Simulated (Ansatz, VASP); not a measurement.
## LiSe4 in VASP and in Ansatz

```
CELL_PARAMETERS angstrom
4.47613 -4.47613 0.00000
4.47613 4.47613 0.00000
0.00000 0.00000 4.11464
ATOMIC_POSITIONS crystal
Li 0.00000 0.00000 0.00000
Se 0.69500 0.30500 0.00000
Se 0.30500 0.69500 0.00000
Se 0.80500 0.80500 0.50000
Se 0.19500 0.19500 0.50000
```

Change from the starting cell: ordered vacancies on the cation sites of rutile (Cmmm, No. 65).

Alike in both runs: task single point; functional PBE; k mesh 4 × 4 × 4; occupations gaussian, width 0.1 eV; no spin polarisation.

```csv
,VASP,Ansatz
version,VASP 6.6.1,Ansatz 0.2.0
potentials or method,"VASP PAW PBE potentials, release 64 (Li_sv, Se)","scalar-relativistic, plane waves, PAW"
plane-wave cutoff (eV),520,420
valence electrons in the cell,27,67
```

```csv
,VASP,Ansatz,Ansatz less VASP
gap on the k mesh at the Fermi level (eV),none,none,-
rms of the force components (eV/Å),0.231,0.230,-0.0004
```

Atom by atom the forces differ by 0.000 eV/Å (rms over components). A gap of «none» marks a metal or a gap that the smearing closes. The two sets of potentials don't hold the same shells in valence.

Caveats: the k mesh is coarse (spacing up to 0.38 Å⁻¹), so the values aren't converged.
